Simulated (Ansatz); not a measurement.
TePt:

```xyz
2
Lattice="3.5592 0.0000 0.0000 0.0000 3.5592 0.0000 0.0000 0.0000 3.5592" Properties=species:S:1:pos:R:3 pbc="T T T"
Pt    0.0000    0.0000    0.0000
Te    1.7796    1.7796    1.7796
```

Measurements of this composition are mostly on another form, of space group No. 166.

```yaml
Program: Ansatz 0.2.0
Task: relaxation of cell and atoms
Functional: HSE06
Potentials_or_basis: Ansatz PAW
Cutoff: "420 eV (not typed: the program's choice for these potentials)"
k_mesh: 4 × 4 × 4
Occupations: fermi-dirac, width 0.05 eV
Spin: no spin polarisation
```

At the start: volume 22.54 Å³/atom.

Task: How do energy, volume and symmetry change on relaxing?

Result: It ends after 5 steps and the volume is 19.84 Å³/atom (-12.0 %); space group Pm-3m (No. 221, to 0.05 Å).

The path:
```tsv
step	energy change (eV)	largest force (eV/Å)	volume (Å³)
1	0.0000	0.0000	45.09
2	-0.2509	0.0000	38.81
3	-0.2589	0.0000	39.95
4	-0.2598	0.0000	39.68
5	-0.2580	0.0000	39.68
```

Final structure:
```
CELL_PARAMETERS angstrom
3.41090 0.00000 0.00000
0.00000 3.41090 0.00000
0.00000 0.00000 3.41090
ATOMIC_POSITIONS crystal
Pt 0.00000 0.00000 0.00000
Te 0.50000 0.50000 0.50000
```

Caveat: the k mesh is coarse (spacing up to 0.44 Å⁻¹), so the values aren't converged, least of all with exact exchange; the plane-wave basis is chosen anew once the cell has moved, so the energies of steps on either side of that aren't comparable; the PAW data sets come from PBE, with cores solved anew for the run's functional, which leaves a small shift of forces and pressure.
